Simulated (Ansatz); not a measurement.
# HfN (100): surface energy and levels, part 2 of 3

This session takes HfN and sets out to relax the bulk, then cut the (100) surface, relax it and get its surface energy and levels.

Ansatz 0.2.0; DFT PBE, scalar-relativistic, plane waves, PAW. The steps go on from the part before.

### Step 4. Changed: occupations.method fermi_dirac, occupations.width 0.15, chi_scale 0.0

input.yaml

```yaml
crystal:
  lattice:
    - [0.0, 2.2738966213, 2.2738966213]
    - [2.2738966213, 0.0, 2.2738966213]
    - [2.2738966213, 2.2738966213, 0.0]
  atoms:
    - { symbol: Hf, position: [0.5, 0.5, 0.5] }
    - { symbol: "N", position: [0.0, 0.0, 0.0] }
basis:
  ecutwfc: 420
kpoints:
  mp_grid: { grid: [16, 16, 16] }
hamiltonian:
  xc: pbe
scf:
  occupations: { method: fermi_dirac, width: 0.15 }
  initial_density: { chi_scale: 0.0 }
output:
  forces: true
  eigenvalues: true
  stress: true
```

Started as:

```bash
$ ansatz run input.yaml --threads 2 --pin off --max-ram 5632MiB --backend cpu --events-out ev --progress --plain --runs-dir out
```

Standard output, cut to the lines that bear on the results:

```text
Warning: RAYON_NUM_THREADS=2 ignored (pool sized by the plan → 2); use --threads N
[...]
Pseudopotentials: kind: paw
Pseudopotential: Hf, paw, valence charge 26, recommended cutoff 420 eV (normal), Hf.paw.azcp
Pseudopotential: N, paw, valence charge 5, recommended cutoff 420 eV (normal), N.paw.azcp
Functional definition: PBE
[...]
Crystal: 2 atoms, lattice volume = 23.515 Å³
[...]
--- Stress (GPa, compression-positive) ---
        0.163510       0.000000       0.000000
        0.000000       0.163510       0.000000
        0.000000       0.000000       0.163510
  P = ⅓ Tr σ = 0.1635 GPa (1.635 kbar)
--- Band table (eV; the first three rows and the last of 145) ---
  k-point 0: bands = ["-39.3828", "-7.7958", "-7.7958", "-7.7958", "6.0051", "10.6751", "10.6751", "10.6751", "10.7044", "10.7978", "10.7978", "10.7978", "20.4882", "20.4882", "20.4882", "23.0633", "23.0633", "23.0633", "24.9913", "25.3263"]
[...]
```

Wall time 2.6 s (2 threads of Arm Neoverse V1, shared host); peak memory 0.33 GiB.

| run | ending | energy change | pressure (GPa) | gap (eV) | force (eV/Å) | cycles | time |
| --- | --- | --- | --- | --- | --- | --- | --- |
| step 3 | converged | 0 | 0.0 | 0.00 | 0.00 | - | 16 s |
| variant | converged | +0.1 meV/atom (σ→0) | 0.2 | 0.00 | 0.00 | 9 | 2.6 s |

Changing the smearing and start hardly moves the energy: +0.1 meV/atom.

### Step 5. Bulk reference on the slab's mesh

input.yaml

```yaml
crystal:
  lattice:
    - [3.2157754413, 0.0, 0.0]
    - [0.0, 3.2157754413, 0.0]
    - [1.6078877206, 1.6078877206, 2.2738966213]
  atoms:
    - { symbol: Hf, position: [0.5, 0.5, 0.0] }
    - { symbol: "N", position: [0.0, 0.0, 0.0] }
basis:
  ecutwfc: 420
kpoints:
  mp_grid: { grid: [11, 11, 15] }
hamiltonian:
  xc: pbe
scf:
  occupations: { method: gaussian, width: 0.1 }
output:
  forces: true
  stress: true
  eigenvalues: true
```

Started as:

```bash
$ ansatz run input.yaml --threads 2 --pin off --max-ram 5632MiB --backend cpu --events-out ev --progress --plain --runs-dir out
```

Standard output, cut to the lines that bear on the results:

```text
Warning: crystal.symmetry: narrowed to the stabiliser of the k-point mesh — unitary ops 48 → 4; excluded 44 operations that carry a point of the 11×11×15 mesh (shift [0, 0, 0]) off the mesh (the run samples exactly the mesh kpoints.mp_grid names, as under crystal.symmetry.detect: false, [...]
Warning: RAYON_NUM_THREADS=2 ignored (pool sized by the plan → 2); use --threads N
[...]
Pseudopotentials: kind: paw
Pseudopotential: Hf, paw, valence charge 26, recommended cutoff 420 eV (normal), Hf.paw.azcp
Pseudopotential: N, paw, valence charge 5, recommended cutoff 420 eV (normal), N.paw.azcp
[...]
Fermi energy:    23.395800 eV
[...]
--- Forces (eV/Å), atoms counted from 1 ---
  atom   1  Hf     0.00000000     0.00000000     0.00000000
  atom   2  N      0.00000000     0.00000000     0.00000000
[...]
--- Stress (GPa, compression-positive) ---
        0.230639       0.097129       0.069237
        0.097129       0.230639       0.069237
        0.069237       0.069237      -0.357787
  P = ⅓ Tr σ = 0.0345 GPa (0.345 kbar)
--- Band table (eV; the first three rows and the last of 498) ---
  k-point 0: bands = ["-39.3862", "-7.8011", "-7.7998", "-7.7952", "6.0064", "10.6707", "10.6711", "10.6727", "10.7006", "10.7938", "10.7940", "10.7946", "20.4888", "20.4890", "20.4913", "23.0599", "23.0631", "23.0637", "24.9917", "25.3231"]
[...]
```

It took 6.6 s on 2 threads of Arm Neoverse V1, shared host; peak memory 0.47 GiB.

The bulk reference has the slab's in-plane cell, mesh and smearing. Its energy with the smearing taken to zero: -8054.3428 eV/atom.

### Step 6. Cutting the (100) slab

Miller indices refer to the conventional cell of the relaxed bulk, Fm-3m (No. 225): a = 4.548 Å, b = 4.548 Å, c = 4.548 Å, α = 90.00°, β = 90.00°, γ = 90.00°.

Cut from the relaxed bulk: a (100) slab, 9.1 Å thick as cut, with 15 Å of vacuum; its outer planes are HfN (top) and HfN (bottom).

The slab as cut. Layers, bottom to top:

```
plane  atoms per cell  height over the lowest (Å)
    1             HfN                        0.00
    2             HfN                        2.27
    3             HfN                        4.55
    4             HfN                        6.82
    5             HfN                        9.10
```

### Step 7. The slab as cut, atoms at the bulk's places

A dipole layer in the vacuum cancels the field that periodic copies would set up if the slab's two faces differ.

input.yaml

```yaml
crystal:
  lattice:
    - [3.2157754413, 0.0, 0.0]
    - [0.0, 3.2157754413, 0.0]
    - [0.0, 0.0, 24.0955864851]
  atoms:
    - { symbol: Hf, position: [0.0, 0.0, 0.3112603217] }
    - { symbol: "N", position: [0.5, 0.5, 0.3112603217] }
    - { symbol: Hf, position: [0.5, 0.5, 0.4056301608] }
    - { symbol: "N", position: [0.0, 0.0, 0.4056301608] }
    - { symbol: Hf, position: [0.0, 0.0, 0.5] }
    - { symbol: "N", position: [0.5, 0.5, 0.5] }
    - { symbol: Hf, position: [0.5, 0.5, 0.5943698392] }
    - { symbol: "N", position: [0.0, 0.0, 0.5943698392] }
    - { symbol: Hf, position: [0.0, 0.0, 0.6887396783] }
    - { symbol: "N", position: [0.5, 0.5, 0.6887396783] }
basis:
  ecutwfc: 420
kpoints:
  mp_grid: { grid: [11, 11, 1] }
hamiltonian:
  xc: pbe
scf:
  occupations: { method: gaussian, width: 0.1 }
output:
  forces: true
  eigenvalues: true
efield:
  axis: 3
  dipole_correction: true
  ramp_width: 0.04
```

Started as:

```bash
$ ansatz run input.yaml --threads 2 --pin off --max-ram 5632MiB --backend cpu --events-out ev --progress --plain --runs-dir out
```

Standard output:

```text
Warning: RAYON_NUM_THREADS=2 ignored (pool sized by the plan → 2); use --threads N
Engine: ansatz 0.2.0, aarch64-unknown-linux-gnu
Pseudopotentials: kind: paw
Pseudopotential: Hf, paw, valence charge 26, recommended cutoff 420 eV (normal), Hf.paw.azcp
Pseudopotential: N, paw, valence charge 5, recommended cutoff 420 eV (normal), N.paw.azcp
Functional definition: PBE
  parameter kappa = 0.804
  parameter beta = 0.06672455060314922
  exchange = pbe_x(kappa = kappa, mu = beta*pi^2/3)
  correlation = pbe_c(beta = beta)
Crystal: 10 atoms, lattice volume = 249.178 Å³
Basis set: ecut = 420 eV, 4849 PW (Γ), exchange–correlation on 48×48×324 points (8 copies of the dense FFT grid, shifted against one another)
Bands: 93, of which v1, the nominal top of the filled ones, is band 78 counted from 1 (77 counted from 0)
Symmetry: 8 space group operations
k-points: 21 of 121
Non-local potential: Hf, projectors of the file, l = 0: 3, l = 1: 2, l = 2: 2, l = 3: 3
Non-local potential: N, projectors of the file, l = 0: 2, l = 1: 2, l = 2: 1
PAW form: soft (Blöchl's): semilocal exchange-correlation on the pseudo side does not see the compensation charge
PAW one-centre angular grid: Hf, 590 points (default); XC on 64 Gauss nodes
PAW one-centre angular grid: N, 110 points (default); XC on 64 Gauss nodes
Initial density: superposition of atomic densities (neutral atoms: chi_scale 0, normalization atom), corrected by the library's trained network
Initial wavefunctions: pseudopotential atomic-orbital guess
Functional: x = pbe(κ = 0.804, μ = 0.2195149727645171), c = pbe(β = 0.06672455060314922)
SCF iter   1: F=—  HF=-80541.265062 eV  |F-HF|=—  |Δ(HF+E_count)|=         —  Δρ=3.98e-3  dr2=2.32e-1  ethr=1.77e-3  p=0.000 e·Å  D=3.67e-13 V/Å  ΔV_dip=-0.00 eV  dr2_dipole=4.56e-7  V_vac-E_F(+/−)=2.83/2.83 eV  ⟨swp⟩=6.1  Hψ=7303  notcnv=0  defer=11
efield: sawtooth ramp at fractional position 0.9800 (placed from the atoms, in the widest stretch of the axis that holds none; the zero of the levels goes with the place), width 0.0400; the density the first Hamiltonian is built on has a dipole p = 0.000 e·Å; the dipole correction subtracts the counter field D = 3.67e-13 V/Å, which shifts the + side's vacuum level by -0.00 eV against the − side's; the planar-averaged density in the ramp window peaks in size at 7.7e-5 e/Å³
preconditioner: auto → LDOS  [metal: Δε(μ)=0.021 eV  Ē_g=17.512 eV  σ=0.100 eV  W_gap=0.12  n_scr=70 (ndim 8)  ℏωp=28.3 eV  f_vac=0.489  D(μ)=6.07/eV (n_scr^D=36)  β→1.0]
SCF iter   2: F=—  HF=-80541.264019 eV  |F-HF|=—  |Δ(HF+E_count)|=   1.04e-3  Δρ=2.31e-3  dr2=1.58e-2  ethr=1.50e-4  p=-0.000 e·Å  D=-7.54e-6 V/Å  ΔV_dip=0.00 eV  dr2_dipole=4.38e-8  V_vac-E_F(+/−)=2.87/2.87 eV  ⟨swp⟩=2.0  Hψ=3151  notcnv=0  defer=167
SCF iter   3: F=—  HF=-80541.263914 eV  |F-HF|=—  |Δ(HF+E_count)|=   1.04e-4  Δρ=7.78e-4  dr2=3.71e-3  ethr=1.02e-5  p=-0.000 e·Å  D=-3.24e-6 V/Å  ΔV_dip=0.00 eV  dr2_dipole=1.30e-7  V_vac-E_F(+/−)=2.86/2.86 eV  ⟨swp⟩=2.3  Hψ=3495  notcnv=0  defer=167
SCF iter   4: F=—  HF=-80541.263425 eV  |F-HF|=—  |Δ(HF+E_count)|=   4.89e-4  Δρ=2.57e-4  dr2=5.48e-4  ethr=2.40e-6  p=-0.000 e·Å  D=-7.69e-7 V/Å  ΔV_dip=0.00 eV  dr2_dipole=1.98e-10  V_vac-E_F(+/−)=2.85/2.85 eV  ⟨swp⟩=2.2  Hψ=3286  notcnv=0  defer=167
SCF iter   5: F=—  HF=-80541.263386 eV  |F-HF|=—  |Δ(HF+E_count)|=   3.93e-5  Δρ=8.36e-5  dr2=9.68e-5  ethr=3.54e-7  p=-0.000 e·Å  D=-2.16e-8 V/Å  ΔV_dip=0.00 eV  dr2_dipole=6.63e-10  V_vac-E_F(+/−)=2.84/2.84 eV  ⟨swp⟩=2.8  Hψ=3693  notcnv=0  defer=167
SCF iter   6: F=—  HF=-80541.263704 eV  |F-HF|=—  |Δ(HF+E_count)|=   3.19e-4  Δρ=3.41e-5  dr2=7.97e-6  ethr=6.24e-8  p=0.000 e·Å  D=2.94e-7 V/Å  ΔV_dip=-0.00 eV  dr2_dipole=1.13e-9  V_vac-E_F(+/−)=2.84/2.84 eV  ⟨swp⟩=2.1  Hψ=2755  notcnv=0  defer=156
SCF iter   7: F=—  HF=-80541.263705 eV  |F-HF|=—  |Δ(HF+E_count)|=   1.18e-7  Δρ=1.47e-5  dr2=1.60e-6  ethr=5.14e-9  p=0.000 e·Å  D=2.91e-7 V/Å  ΔV_dip=-0.00 eV  dr2_dipole=3.40e-10  V_vac-E_F(+/−)=2.83/2.83 eV  ⟨swp⟩=2.5  Hψ=3243  notcnv=0  defer=127
SCF iter   8: F=—  HF=-80541.263705 eV  |F-HF|=—  |Δ(HF+E_count)|=   3.47e-7  Δρ=8.31e-6  dr2=2.18e-7  ethr=1.03e-9  p=0.000 e·Å  D=1.53e-7 V/Å  ΔV_dip=-0.00 eV  dr2_dipole=8.93e-14  V_vac-E_F(+/−)=2.83/2.83 eV  ⟨swp⟩=2.7  Hψ=3447  notcnv=0  defer=127
SCF iter   9: F=-80541.263705 eV  HF=-80541.263705 eV  |F-HF|=2.92e-8  |Δ(HF+E_count)|=   1.11e-7  Δρ=4.15e-6  dr2=5.97e-8  ethr=6.45e-11  p=0.000 e·Å  D=9.65e-8 V/Å  ΔV_dip=-0.00 eV  dr2_dipole=1.39e-11  V_vac-E_F(+/−)=2.83/2.83 eV  ⟨swp⟩=15.1  Hψ=12124  notcnv=0
WARN: efield: at this solve's end the planar-averaged density reaches 1.23e-5 e/Å³ inside the ramp window [0.9385, 0.0615] (bound 1e-5 e/Å³); the window's nearer edge stands 6.02 Å from this solve's nearest atom along the axis. Its work functions, free energy, forces, stress, dipole, levels and responses can be off, and this figure does not tell by how much. A short vacuum, a low `basis.ecutwfc` or `basis.ecutrho_ratio` and negative occupations (`scf.occupations.method`) can put density there. See the manual's quickstart, § The vacuum guard
SCF 1 converged in 9 iterations: F = -80541.263705 eV  dr2 = 5.97e-8
SCF converged after 9 iterations
Free energy (F): -80541.263705 eV
Harris-Foulkes:  -80541.263705 eV  (|F-HF|=2.92e-8)
Internal energy: -80541.234002 eV  (E = F + TS)
E sigma→0 (E₀):  -80541.248853 eV
Entropy (-TS):   -0.029703 eV (-2.970 meV/atom)
Fermi energy:    9.641982 eV
Dipole field:    D = -0.000004 V/Å  (p = -0.000006 e·Å, saw-weighted, corrected)
Work function:   Φ+ = 2.8290 eV   Φ− = 2.8290 eV
Levels:          The Fermi level and band energies are counted from a zero that moves with the ramp; work functions are not
Vacuum region:   at the solve's end the planar-averaged density reaches 1.23e-5 e/Å³ inside the ramp window [0.9385, 0.0615] (bound 1e-5 e/Å³)
--- Per-component energies (eV) ---
  E_band       = -1302.111828
  E_kinetic    = 2766.258765
  E_local      = -265740.898265  (includes V_loc(G=0)·N_el)
  E_nonlocal   = -5994.155965
  E_hartree    = 131176.265983
  E_xc         = -1801.619382
  E_vxc        = -1715.227080  (∫ρ·V_xc dr)
  E_paw        = -35269.934817  (= ΣΔE_a)
  E_vpaw       = 7029.409017  (= ΣTr[D̂ρ^β])
  E_aug_tail   = 0.000477  (compensation charges beyond the density's cutoff)
  E_efield     = 0.000000  (sawtooth field / dipole correction)
  E_vefield    = 0.000000  (∫n·V_field dr)
  E_ewald      = 94322.849202
  E_smearing   = -0.029703  (= −TS)
  E_closure    = -0.000000  (closes the sum)
  Σ components = -80541.263705   (vs F -80541.263705, Δ=0.00e0)
--- Forces (eV/Å), atoms counted from 1 ---
  atom   1  Hf     0.00000000     0.00000000     1.56673002
  atom   2  N      0.00000000     0.00000000    -0.95382993
  atom   3  Hf     0.00000000     0.00000000     0.03852984
  atom   4  N     -0.00000000     0.00000000    -0.69409870
  atom   5  Hf    -0.00000000     0.00000000     0.00000090
  atom   6  N      0.00000000     0.00000000     0.00000042
  atom   7  Hf     0.00000000     0.00000000    -0.03852853
  atom   8  N     -0.00000000     0.00000000     0.69409874
  atom   9  Hf    -0.00000000     0.00000000    -1.56673215
  atom  10  N     -0.00000000     0.00000000     0.95382920
  max |Σ_I F_I| component: 1.80e-7 eV/Å
--- Band table (eV; the first three rows and the last of 21) ---
  k-point 0: bands = ["-53.4426", "-53.4426", "-53.1399", "-53.0652", "-53.0560", "-22.4215", "-22.4082", "-22.1603", "-21.9229", "-21.9229", "-21.9181", "-21.9181", "-21.8288", "-21.7826", "-21.7826", "-21.6593", "-21.6593", "-21.6309", "-21.5827", "-21.5827", "-7.5733", "-7.0545", "-6.6593", "-6.1865", "-6.1777", "-3.4292", "-3.4281", "-3.4016", "-3.4016", "-3.4016", "-3.4016", "-3.3754", "-3.3753", "-3.3481", "-3.3481", "-3.3175", "-3.3175", "-3.3175", "-3.3175", "-3.0809", "-3.0809", "-3.0729", "-3.0542", "-3.0331", "-3.0331", "-3.0290", "-3.0227", "-3.0227", "-3.0037", "-3.0037", "-2.9821", "-2.9733", "-2.9719", "-2.9669", "-2.9573", "-2.9493", "-2.9472", "-2.9472", "-2.9424", "-2.9424", "3.2149", "3.4302", "4.2715", "5.0708", "5.8268", "5.8268", "5.8994", "5.9020", "5.9020", "6.1057", "6.1738", "6.1738", "6.6506", "6.7724", "6.7724", "6.9435", "6.9435", "7.4584", "8.3241", "9.0305", "9.3029", "9.8187", "9.8562", "9.8562", "11.0450", "11.0450", "11.5071", "11.6932", "11.9169", "12.0583", "12.0668", "12.4416", "12.4416"]
  k-point 1: bands = ["-53.4411", "-53.4411", "-53.1377", "-53.0637", "-53.0552", "-22.4141", "-22.4061", "-22.1723", "-21.9748", "-21.9485", "-21.9161", "-21.9119", "-21.8808", "-21.7753", "-21.7610", "-21.7123", "-21.6558", "-21.6136", "-21.6101", "-21.5823", "-7.4593", "-6.9513", "-6.5751", "-6.0922", "-6.0872", "-3.4277", "-3.4267", "-3.4003", "-3.4003", "-3.3977", "-3.3977", "-3.3741", "-3.3740", "-3.3487", "-3.3487", "-3.3185", "-3.3185", "-3.3144", "-3.3144", "-3.0776", "-3.0764", "-3.0699", "-3.0525", "-3.0348", "-3.0305", "-3.0298", "-3.0193", "-3.0178", "-3.0019", "-3.0007", "-2.9806", "-2.9727", "-2.9704", "-2.9637", "-2.9574", "-2.9516", "-2.9489", "-2.9457", "-2.9450", "-2.9425", "3.1455", "3.3563", "4.2068", "4.8769", "5.1879", "5.2421", "5.5669", "5.6575", "5.6637", "5.7352", "5.8843", "6.1839", "6.2275", "6.4663", "6.5922", "6.9784", "7.3780", "8.0368", "8.7753", "9.3712", "9.4145", "9.5887", "9.9067", "10.1288", "10.9733", "11.0546", "12.0005", "12.0756", "12.2613", "12.3220", "12.3454", "12.6117", "12.6881"]
  k-point 2: bands = ["-53.4371", "-53.4371", "-53.1320", "-53.0599", "-53.0532", "-22.4033", "-22.3985", "-22.2137", "-22.0969", "-22.0281", "-21.9771", "-21.8978", "-21.8952", "-21.7986", "-21.7836", "-21.7545", "-21.6536", "-21.6465", "-21.6105", "-21.5824", "-7.1436", "-6.6673", "-6.3479", "-5.8402", "-5.8337", "-3.4235", "-3.4224", "-3.3972", "-3.3972", "-3.3882", "-3.3881", "-3.3703", "-3.3703", "-3.3504", "-3.3504", "-3.3158", "-3.3158", "-3.3057", "-3.3057", "-3.0657", "-3.0644", "-3.0619", "-3.0472", "-3.0399", "-3.0316", "-3.0248", "-3.0087", "-3.0047", "-2.9950", "-2.9910", "-2.9770", "-2.9729", "-2.9653", "-2.9577", "-2.9557", "-2.9557", "-2.9502", "-2.9469", "-2.9437", "-2.9430", "2.8841", "3.0423", "3.9571", "4.0039", "4.5224", "4.5581", "4.9691", "5.0100", "5.0878", "5.1218", "5.1906", "5.2313", "5.7299", "5.7947", "5.8656", "8.0010", "8.3926", "8.9983", "9.4749", "9.6139", "9.6949", "10.1187", "10.1840", "10.4609", "10.9832", "11.1994", "12.3541", "12.3550", "12.4817", "12.9871", "13.1917", "13.4988", "13.5641"]
  k-point 20: bands = ["-53.4071", "-53.4071", "-53.0945", "-53.0296", "-53.0295", "-22.3232", "-22.3165", "-22.3058", "-22.2936", "-22.2628", "-22.2625", "-22.1753", "-22.1666", "-22.0204", "-21.9974", "-21.8918", "-21.8890", "-21.8807", "-21.7867", "-21.7828", "-6.6653", "-6.4157", "-6.3959", "-5.6981", "-5.6328", "-3.4183", "-3.4183", "-3.4168", "-3.4168", "-3.3961", "-3.3946", "-3.3738", "-3.3735", "-3.3418", "-3.3418", "-3.2967", "-3.2967", "-3.2927", "-3.2927", "-3.0597", "-3.0593", "-3.0576", "-3.0244", "-3.0236", "-3.0211", "-3.0088", "-2.9948", "-2.9856", "-2.9854", "-2.9854", "-2.9852", "-2.9816", "-2.9767", "-2.9764", "-2.9724", "-2.9702", "-2.9468", "-2.9455", "-2.9455", "-2.9096", "3.6939", "3.8351", "4.0417", "4.1454", "4.1551", "4.4242", "4.5185", "4.5296", "4.7288", "5.0924", "5.2958", "5.6894", "5.9195", "5.9488", "6.3233", "7.0402", "7.2753", "8.4927", "8.5729", "10.2415", "10.2890", "12.0939", "12.2380", "12.3555", "12.5941", "14.0397", "14.0522", "14.2111", "14.5971", "14.7390", "14.7952", "14.8599", "14.8957"]
```

It took 30 s on 2 threads of Arm Neoverse V1, shared host; peak memory 0.72 GiB.

This gives work function 2.83 eV.

Plane-averaged electrostatic potential energy of an electron across the slab, counted from the Fermi level:

(z (Å), V (eV)): (1.78, 2.83), (2.08, 2.83), (2.68, 2.82), (2.97, 2.82), (3.57, 2.80), (3.87, 2.78), (4.16, 2.75), (4.76, 2.61), (5.06, 2.47), (5.65, 1.85), (5.95, 1.16), (6.25, -0.10), (6.84, -7.77), (7.14, -14.92), (7.73, -17.42), (8.03, -11.24), (8.63, -3.20), (8.92, -5.01), (9.22, -10.81), (9.82, -19.37), (10.11, -15.72), (10.71, -4.18), (11.01, -3.50), (11.30, -6.66), (11.90, -18.59), (12.20, -18.59), (12.79, -6.66), (13.09, -3.50), (13.39, -4.18), (13.98, -15.72), (14.28, -19.37), (14.87, -10.81), (15.17, -5.01), (15.47, -3.20), (16.06, -11.24), (16.36, -17.41), (16.96, -14.92), (17.25, -7.77), (17.85, -0.10), (18.15, 1.16), (18.44, 1.85), (19.04, 2.47), (19.34, 2.61), (19.93, 2.75), (20.23, 2.78), (20.53, 2.80), (21.12, 2.82), (21.42, 2.82), (22.01, 2.83), (22.31, 2.83)

(Continued in part 3 of 3.)
